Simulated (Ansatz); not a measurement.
**Bands, cutoff and cost in G0W0 for BiAs (buckled honeycomb monolayer)**

How do accuracy and time trade against each other in G0W0 on BiAs (buckled honeycomb monolayer)?

Calculated with Ansatz 0.2.0; G0W0 on PBEsol, plane waves, PAW; PAW set soft_1.

## 1. Set-up

The cell holds 2 atoms: 1 As and 1 Bi. Cell: a = 3.930 Å, b = 3.930 Å, c = 26.300 Å, α = 90.0°, β = 90.0°, γ = 120.0°. Vacuum lies along c.

The structure was relaxed with PBEsol. The runs that relaxed it are not among those shown. Spin-orbit coupling is left out unless a step names it. The Coulomb interaction is cut off across the vacuum.

## 2. 112 empty bands, screening to 27 eV

G0W0 replaces the xc potential by the self-energy, built once from these orbitals. Only a window of levels is corrected, while the sums run over the empty bands that the input names. This step takes PAW set soft_1 files.

input.yaml

```yaml
crystal:
  lattice:
    - [3.9304314177, 0.0, 0.0]
    - [-1.9652157088, 3.4038534556, 0.0]
    - [0.0, 0.0, 26.3]
  atoms:
    - { symbol: As, position: [0.3333333333, 0.6666666667, 0.4706278333] }
    - { symbol: Bi, position: [0.6666666667, 0.3333333333, 0.5293721667] }
  periodic: [true, true, false]
kpoints:
  mp_grid: { grid: [6, 6, 1] }
hamiltonian:
  xc: pbesol
  pseudopotentials: { kind: paw, azcp: { folder: soft_1 }, xc_functional: pbe }
scf:
  occupations: { method: fixed }
gw:
  n_empty_bands: 112
  ecut_chi: 27.0
  qp_bands: [v2, c2]
  qp_kpoints: band_edges
  screening: { model: contour_deformation }
```

Launch:

```
$ ansatz run input.yaml --threads 4 --pin off --max-ram 17510MiB --backend cpu --events-out ev --progress --plain --runs-dir out
```

Numbers of over 12 decimals in the logs are rounded to 6 here.

The log of the run:

```text
Engine: ansatz 0.2.0, x86_64-unknown-linux-gnu
Pseudopotentials: kind: paw
Pseudopotential: As, paw, valence charge 15, recommended cutoff 420 eV (normal), soft_1/As.paw.azcp
Pseudopotential: Bi, paw, valence charge 15, recommended cutoff 420 eV (normal), soft_1/Bi.paw.azcp
Functional definition: PBEsol
  exchange = pbesol_x
  correlation = pbesol_c
Crystal: 2 atoms, lattice volume = 351.858 Å³
Basis set: ecut = 420 eV, 6951 PW (Γ)
Bands: 19, of which v1, the nominal top of the filled ones, is band 15 counted from 1 (14 counted from 0)
Symmetry: 6 space group operations
Space group: P3m1 (ITA 156), of the structure as read, at distance tolerance 7.1e-5 Å
k-points: 7 of 36 (time reversal used)
Non-local potential: As, projectors of the file, l = 0: 2, l = 1: 2, l = 2: 3, l = 3: 1
Non-local potential: Bi, projectors of the file, l = 0: 2, l = 1: 2, l = 2: 2, l = 3: 1
PAW form: soft (Blöchl's): semilocal exchange-correlation on the pseudo side does not see the compensation charge
PAW frozen core: As, regenerated for the run's functional, and the local potential with it (the file was generated under x = pbe(κ = 0.804, μ = 0.219515), c = pbe(β = 0.066725))
PAW frozen core: Bi, regenerated for the run's functional, and the local potential with it (the file was generated under x = pbe(κ = 0.804, μ = 0.219515), c = pbe(β = 0.066725))
PAW one-centre angular grid: As, 590 points (default); XC on 64 Gauss nodes
PAW one-centre angular grid: Bi, 590 points (default); XC on 64 Gauss nodes
Initial density: superposition of atomic densities (neutral atoms: chi_scale 0, normalization atom)
Initial wavefunctions: pseudopotential atomic-orbital guess
Functional: x = pbesol(κ = 0.804, μ = 0.123457), c = pbesol(β = 0.046)
SCF iter   1: F=—  HF=-17057.313655 eV  |F-HF|=—  |Δ(HF+E_count)|=         —  Δρ=1.10e-2  dr2=1.69e0  ethr=3.10e-3  ⟨swp⟩=7.0  Hψ=736  notcnv=0  defer=11
preconditioner: auto → none  [insulator: Δε(μ)=1.419 eV  Ē_g=9.051 eV  n_scr=14 (ndim 8)  ℏωp=6.3 eV  f_vac=0.769  ε∞_Penn≈1.5]
SCF iter   2: F=—  HF=-17058.833691 eV  |F-HF|=—  |Δ(HF+E_count)|=    1.52e0  Δρ=1.92e-2  dr2=1.71e1  ethr=3.10e-3  ⟨swp⟩=5.1  Hψ=377  notcnv=0  defer=13  recentre
SCF iter   3: F=—  HF=-17057.137641 eV  |F-HF|=—  |Δ(HF+E_count)|=    1.70e0  Δρ=6.86e-3  dr2=4.24e-1  ethr=3.10e-3  ⟨swp⟩=5.0  Hψ=455  notcnv=0  defer=13
SCF iter   4: F=—  HF=-17057.082011 eV  |F-HF|=—  |Δ(HF+E_count)|=   5.56e-2  Δρ=3.40e-3  dr2=3.53e-2  ethr=1.41e-3  ⟨swp⟩=2.9  Hψ=186  notcnv=0  defer=14
SCF iter   5: F=—  HF=-17057.077623 eV  |F-HF|=—  |Δ(HF+E_count)|=   4.39e-3  Δρ=5.51e-4  dr2=5.69e-3  ethr=1.18e-4  ⟨swp⟩=3.7  Hψ=265  notcnv=0  defer=13
SCF iter   6: F=—  HF=-17057.076512 eV  |F-HF|=—  |Δ(HF+E_count)|=   1.11e-3  Δρ=2.90e-4  dr2=3.67e-4  ethr=1.90e-5  ⟨swp⟩=4.4  Hψ=307  notcnv=0  defer=13
SCF iter   7: F=—  HF=-17057.076474 eV  |F-HF|=—  |Δ(HF+E_count)|=   3.82e-5  Δρ=1.21e-4  dr2=7.89e-5  ethr=1.22e-6  ⟨swp⟩=2.6  Hψ=233  notcnv=0  defer=14
SCF iter   8: F=—  HF=-17057.076472 eV  |F-HF|=—  |Δ(HF+E_count)|=   2.06e-6  Δρ=2.68e-5  dr2=2.38e-6  ethr=2.63e-7  ⟨swp⟩=3.1  Hψ=215  notcnv=0  defer=14
SCF iter   9: F=—  HF=-17057.076472 eV  |F-HF|=—  |Δ(HF+E_count)|=   5.36e-7  Δρ=7.84e-6  dr2=7.16e-7  ethr=7.95e-9  ⟨swp⟩=3.3  Hψ=279  notcnv=0  defer=14
SCF iter  10: F=-17057.076472 eV  HF=-17057.076472 eV  |F-HF|=2.81e-8  |Δ(HF+E_count)|=   1.53e-7  Δρ=1.37e-6  dr2=2.77e-8  ethr=3.33e-10  ⟨swp⟩=12.3  Hψ=887  notcnv=0
SCF 1 converged in 10 iterations: F = -17057.076472 eV  dr2 = 2.77e-8
  greatest PAW one-centre occupation: 0.999 electrons in one spin orbital (limit 2), on the As atom at site 0 (counted from 0), in its partial waves of l = 2
NSCF: frozen V_eff on 7 k-points
G₀W₀ screening: q 1/7
[... further progress lines ...]
SCF converged after 10 iterations
Free energy (F): -17057.076472 eV
Harris-Foulkes:  -17057.076472 eV  (|F-HF|=2.81e-8)
Internal energy: -17057.076472 eV  (E = F + TS)
E sigma→0 (E₀):  -17057.076472 eV
Fermi energy:    -4.768718 eV
--- Per-component energies (eV) ---
  E_band       = -768.429375
  E_kinetic    = 350.995736
  E_local      = -37045.641946  (includes V_loc(G=0)·N_el)
  E_nonlocal   = 18.477179
  E_hartree    = 18259.933814
  E_xc         = -218.948668
  E_vxc        = -202.698622  (∫ρ·V_xc dr)
  E_paw        = -12480.952056  (= ΣΔE_a)
  E_vpaw       = -409.435523  (= ΣTr[D̂ρ^β])
  E_aug_tail   = 0.000205  (compensation charges beyond the density's cutoff)
  E_ewald      = 14058.003040
  E_core_change = 1.056224  (= ΣΔE_core)
  E_smearing   = -0.000000  (= −TS)
  E_closure    = 0.000000  (closes the sum)
  Σ components = -17057.076472   (vs F -17057.076472, Δ=0.00e0)
--- Band table (eV; the first three rows and the last of 7) ---
  k-point 0: bands = [... 11 lower, -12.5388, -5.4840, -4.7687, -4.7687, -3.6508, -1.4669, -1.4669, -0.7589]
  k-point 1: bands = [... 11 lower, -12.5988, -6.7057, -5.3839, -5.3178, -3.0377, -1.5826 (-1.5825°), -1.0386, -0.3206]
  k-point 2: bands = [... 11 lower, -13.1743, -8.0511, -6.0884, -5.7854, -3.5322, -1.5203, -0.7853, 0.4926]
  k-point 6: bands = [... 11 lower, -14.5920, -8.5580, -6.8717, -6.7282, -3.1694, -1.3247, -0.7134, 2.2117]
  ° read free of the cell's end (the report's vacuum.weakly_bound_levels)
--- G₀W₀: contour deformation, 6 samples at zero and on the imaginary axis and 2 off it, 36 q-points, 112 empty bands' worth ---
  eigenvalues of the whole cell's RPA ε∞ on this k-mesh (on a slab, of 1 + 4πα/V) = 1.1554, 6.2590, 6.2590; static W/v taken at q = 0 is 0.386467
  gw.qp_kpoints: band_edges: 6 of 7 stored k-points solved, in 1 pass; an edge of the gap read off the rows below is read off those points alone
    valence top: of the k-points left out ik 4 came nearest to being solved in a further pass, in band 15 (counted from 1, as in the quasiparticle table): it holds the edge there only if its correction is more favourable than any solved in that band by at least 0.635 eV; those differ by 0.264 eV
    conduction bottom: of the k-points left out ik 4 came nearest to being solved in a further pass, in band 16 (counted from 1, as in the quasiparticle table): it holds the edge there only if its correction is more favourable than any solved in that band by at least 0.872 eV; those differ by 0.162 eV
    ik  band        ε_KS         Σx   Σc(E_QP)       V_xc       Z   E_QP_lin       E_QP  E_QP is
     0    14     -4.7687   -15.6059     1.2652   -14.5656  0.6975    -4.5466    -4.5438  root
     0    15     -4.7687   -15.6059     1.2652   -14.5656  0.6975    -4.5466    -4.5438  root
     0    16     -3.6508    -9.1025    -2.7284   -12.5416  0.7176    -2.8865    -2.9400  root
     0    17     -1.4669    -9.6090    -3.3917   -13.8308  0.6682    -0.5811    -0.6369  root
     1    14     -5.3839   -13.5642     1.5598   -11.9141  0.6834    -5.4747    -5.4742  root
     1    15     -5.3178   -15.4351     1.4347   -14.1660  0.6924    -5.1539    -5.1522  root
     1    16     -3.0377    -8.7731    -2.8338   -12.2966  0.7059    -2.2974    -2.3481  root
     1    17     -1.5826    -8.1423    -3.1454   -11.9820  0.7023    -0.8359    -0.8882  root
     2    14     -6.0884   -15.4155     1.7624   -13.7436  0.6817    -5.9983    -5.9978  root
     2    15     -5.7854   -14.5631     1.6468   -12.9223  0.6786    -5.7794    -5.7794  root
     2    16     -3.5322    -7.9653    -2.6560   -11.1788  0.7087    -2.9473    -2.9748  root
     2    17     -1.5203    -7.1769    -3.4058   -11.1836  0.6833    -0.8845    -0.9195  root
     3    14     -6.4443   -14.3454     1.8906   -12.3955  0.6629    -6.5039    -6.5036  root
     3    15     -6.3930   -15.4303     1.8997   -13.5964  0.6773    -6.3274    -6.3272  root
     3    16     -3.1554    -8.3828    -2.9050   -11.9130  0.7028    -2.4918    -2.5303  root
     3    17     -2.0716    -7.1056    -3.0995   -10.7546  0.6957    -1.4902    -1.5221  root
     5    14     -7.2349   -14.8055     2.2371   -12.5343  0.6443    -7.2694    -7.2691  root
     5    15     -6.1212   -14.7721     1.8188   -12.9473  0.6725    -6.1273    -6.1273  root
     5    16     -2.6628    -7.9218    -2.9501   -11.4681  0.6941    -2.0309    -2.0667  root
     5    17     -1.7448    -7.6090    -3.2975   -11.5413  0.6836    -1.0766    -1.1102  root
     6    14     -6.8717   -14.9848     2.2177   -12.7530  0.6403    -6.8858    -6.8858  root
     6    15     -6.7282   -14.9004     2.0491   -12.8121  0.6625    -6.7676    -6.7674  root
     6    16     -3.1694    -7.4370    -2.8622   -10.8483  0.7017    -2.5932    -2.6203  root
     6    17     -1.3247    -7.3814    -3.5227   -11.5135  0.6622    -0.6885    -0.7153  root
```

Run time: 11 s. Hardware: 4 threads of Intel Xeon 6975P-C (Granite Rapids), shared host; peak memory 1.2 GiB.

Numbers from this step:

```yaml
bands_summed: 127
plane_waves_in_the_screening_matrix: 125
q_points_in_the_mesh: 36
g0w0_gap_on_the_mesh: 1.569 eV
k_of_the_valence_top: 0, 0, 0
k_of_the_conduction_bottom: 0, 0.3333, 0
starting_gap_on_the_mesh: 1.118 eV
z_at_the_valence_top: 0.6975
z_at_the_conduction_bottom: 0.7087
least_direct_g0w0_gap_on_the_computed_points: 1.604 eV
```

The gap on the mesh goes from 1.12 eV to 1.57 eV, a correction of +0.45 eV, though a band edge has moved to another state.

## 3. 317 empty bands, screening to 54 eV

Another rung: the empty bands reach about as high as the screening cutoff, so the two stay in balance.

Changes to input.yaml since step 2:

```diff
@@ -17,4 +17,4 @@
 gw:
-  n_empty_bands: 112
-  ecut_chi: 27.0
+  n_empty_bands: 317
+  ecut_chi: 54.0
   qp_bands: [v2, c2]
```

The log of the run:

```text
[...]
Crystal: 2 atoms, lattice volume = 351.858 Å³
Basis set: ecut = 420 eV, 6951 PW (Γ)
Bands: 19, of which v1, the nominal top of the filled ones, is band 15 counted from 1 (14 counted from 0)
Symmetry: 6 space group operations
[...]
k-points: 7 of 36 (time reversal used)
[...]
SCF iter   1: F=—  HF=-17057.313655 eV  |F-HF|=—  |Δ(HF+E_count)|=         —  Δρ=1.10e-2  dr2=1.69e0  ethr=3.10e-3  ⟨swp⟩=7.0  Hψ=736  notcnv=0  defer=11
[...]
SCF iter  10: F=-17057.076472 eV  HF=-17057.076472 eV  |F-HF|=2.81e-8  |Δ(HF+E_count)|=   1.53e-7  Δρ=1.37e-6  dr2=2.77e-8  ethr=3.33e-10  ⟨swp⟩=12.3  Hψ=887  notcnv=0
SCF 1 converged in 10 iterations: F = -17057.076472 eV  dr2 = 2.77e-8
[...]
NSCF: frozen V_eff on 7 k-points
G₀W₀ screening: q 1/7
[... further progress lines ...]
SCF converged after 10 iterations
Free energy (F): -17057.076472 eV
[...]
Internal energy: -17057.076472 eV  (E = F + TS)
E sigma→0 (E₀):  -17057.076472 eV
Fermi energy:    -4.768718 eV
[...]
--- Band table (eV; the first three rows and the last of 7) ---
  k-point 0: bands = [... 11 lower, -12.5388, -5.4840, -4.7687, -4.7687, -3.6508, -1.4669, -1.4669, -0.7589]
  k-point 1: bands = [... 11 lower, -12.5988, -6.7057, -5.3839, -5.3178, -3.0377, -1.5826 (-1.5825°), -1.0386, -0.3206]
  k-point 2: bands = [... 11 lower, -13.1743, -8.0511, -6.0884, -5.7854, -3.5322, -1.5203, -0.7853, 0.4926]
  k-point 6: bands = [... 11 lower, -14.5920, -8.5580, -6.8717, -6.7282, -3.1694, -1.3247, -0.7134, 2.2117]
  ° read free of the cell's end (the report's vacuum.weakly_bound_levels)
[...]
0    14     -4.7687   -15.6059     0.9136   -14.5656  0.6910    -4.8964    -4.8955  root
     0    15     -4.7687   -15.6059     0.9136   -14.5656  0.6910    -4.8964    -4.8955  root
     0    16     -3.6508    -9.1025    -2.9286   -12.5416  0.7128    -3.1189    -3.1403  root
     0    17     -1.4669    -9.6090    -3.6471   -13.8308  0.6673    -0.8747    -0.8923  root
     1    14     -5.3839   -13.5642     1.3128   -11.9141  0.6784    -5.7300    -5.7213  root
     1    15     -5.3178   -15.4351     1.1037   -14.1660  0.6866    -5.4850    -5.4832  root
     1    16     -3.0377    -8.7731    -3.0416   -12.2966  0.7020    -2.5367    -2.5559  root
     1    17     -1.5826    -8.1423    -3.3642   -11.9820  0.7070    -1.0824    -1.1069  root
[...]
6    14     -6.8717   -14.9848     1.9781   -12.7530  0.6340    -7.1320    -7.1254  root
     6    15     -6.7282   -14.9004     1.7909   -12.8121  0.6585    -7.0332    -7.0255  root
     6    16     -3.1694    -7.4370    -3.0324   -10.8483  0.6990    -2.7796    -2.7905  root
     6    17     -1.3247    -7.3814    -3.7327   -11.5135  0.6538    -0.9127    -0.9254  root
```

Run time: 46 s. Hardware: 4 threads; peak memory 3 GiB.

Numbers from this step:

| Property | Result |
| --- | --- |
| bands summed | 332 |
| plane waves in the screening matrix | 337 |
| q-points in the mesh | 36 |
| G0W0 gap on the mesh | 1.739 eV |
| k of the valence top | 0, 0, 0 |
| k of the conduction bottom | 0, 0.3333, 0 |
| starting gap on the mesh | 1.118 eV |
| Z at the valence top | 0.6910 |
| Z at the conduction bottom | 0.7051 |
| least direct G0W0 gap on the computed points | 1.755 eV |

Against the run with 6×6×1 mesh, 112 empty bands, screening to 27 eV, PAW set soft_1 files, the gap moves by +0.17 eV.

## 4. 682 empty bands, screening to 90 eV

Changes to input.yaml since step 3:

```diff
@@ -16,5 +16,6 @@
   occupations: { method: fixed }
+  convergence: { dr2_threshold: 1.0e-10 }
 gw:
-  n_empty_bands: 317
-  ecut_chi: 54.0
+  n_empty_bands: 682
+  ecut_chi: 90.0
   qp_bands: [v2, c2]
```

The log of the run:

```text
[...]
Crystal: 2 atoms, lattice volume = 351.858 Å³
Basis set: ecut = 420 eV, 6951 PW (Γ)
Bands: 19, of which v1, the nominal top of the filled ones, is band 15 counted from 1 (14 counted from 0)
Symmetry: 6 space group operations
[...]
k-points: 7 of 36 (time reversal used)
[...]
1    17     -1.5827    -8.1423    -3.5341   -11.9821  0.7023    -1.2690    -1.2770  root
[...]
6    14     -6.8719   -14.9848     1.8127   -12.7530  0.6318    -7.3079    -7.2910  root
     6    15     -6.7284   -14.9004     1.6210   -12.8121  0.6570    -7.2153    -7.1957  root
     6    16     -3.1696    -7.4370    -3.1594   -10.8483  0.6980    -2.9133    -2.9177  root
     6    17     -1.3249    -7.3815    -3.8773   -11.5136  0.6522    -1.0645    -1.0702  root
[key lines of the parts left out:]
SCF converged after 13 iterations
Free energy (F): -17057.076472 eV
Fermi energy:    -4.768903 eV
```

Wall time 3.6 min (4 threads); peak memory 8.3 GiB.

This step gave:

```yaml
bands_summed: 697
plane_waves_in_the_screening_matrix: 611
g0w0_gap_on_the_mesh: 1.830 eV
k_of_the_valence_top: 0, 0, 0
k_of_the_conduction_bottom: 0, 0, 0
starting_gap_on_the_mesh: 1.118 eV
least_direct_g0w0_gap_on_the_computed_points: 1.830 eV
```

Against the run with 6×6×1 mesh, 317 empty bands, screening to 54 eV, PAW set soft_1 files, the gap moves by +0.09 eV.

(Continued in part 2 of 2.)

[Paths, hosts, dates, memory and timing lines, banners, echoed tables and standing remarks are left out of the program output.]

[Logs are printed without paths, hosts, clocks, repeated set-up lines and the standing remarks that a program may print on its own settings, such as how far it seeks lower states.]

[Runs of the session that timed out or met a known fault of the program may be left out.]

[Cells called generated may have been cut or substituted from an entry of the Crystallography Open Database or the Materials Project.]

[Hosts, paths, dates, database ids (printed as entryN), source tags and the programs' standing remarks are cut or masked in the printed files.]
